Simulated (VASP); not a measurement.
Write the native input for VASP 6.6.1 that does the following.

| Item | Value |
| --- | --- |
| Task | single point |
| Functional | PBE |
| Potentials or basis | VASP PAW PBE potentials, release 64 (Ge_d) |
| Cutoff | 520 eV |
| k mesh | 4 × 4 × 4 |
| Occupations | gaussian, width 0.1 eV |
| Spin | no spin polarisation |
| Dipole correction | no |
| Further INCAR settings | ALGO = Fast; EDIFF = 1e-06; NBANDS = 66 |

The structure of Ge lies in POSCAR:

```
Ge
1.0
    6.5182230800      0.0000000000      0.0000000000
    0.0000000000      6.5182230800      0.0000000000
    0.0000000000      0.0000000000      4.4023389100
Ge
8
Direct
    0.3138119800      0.9311950100      0.5000000000
    0.6861880200      0.9311950100      0.0000000000
    0.6861880200      0.0688049900      0.5000000000
    0.9311950100      0.6861880200      0.0000000000
    0.9311950100      0.3138119800      0.5000000000
    0.3138119800      0.0688049900      0.0000000000
    0.0688049900      0.3138119800      0.0000000000
    0.0688049900      0.6861880200      0.5000000000
```

The cell was built by a generator and needn't be a form met in nature.

These files were run (other wordings do the same):

INCAR

```
  ALGO = Fast
  EDIFF = 1E-6
  ENCUT = 520
  GGA = PE
  ISIF = 2
  ISMEAR = 0
  LASPH = T
  LCHARG = F
  LREAL = F
  LWAVE = F
  NBANDS = 66
  NELM = 100
  PREC = Accurate
  SIGMA = 0.1
```

KPOINTS

```
k-points
0
Gamma
  4 4 4
```

Potentials or basis: VASP PAW PBE potentials, release 64 (Ge_d).

The run is started by

```sh
$ cat potpaw_PBE.64/Ge_d/POTCAR > POTCAR
$ mpirun -np 1 vasp_std > vasp.out
```

Results of the run:

```json
{
 "Pressure": "15.0 GPa",
 "Largest force": "1.281 eV/Å",
 "Band gap on the k mesh": "none (metal or under the smearing width)"
}
```

Caveat: so large a pressure means that the cell lies far from this level's equilibrium, or that cutoff or potentials fall short; forces of over 1 eV/Å show positions far from the minimum, so gaps and moduli don't describe the material at rest.

It took 4.7 min on 1 thread of AMD EPYC 7R13 Processor (Zen 3), on a shared host, peak memory 0.31 GiB.
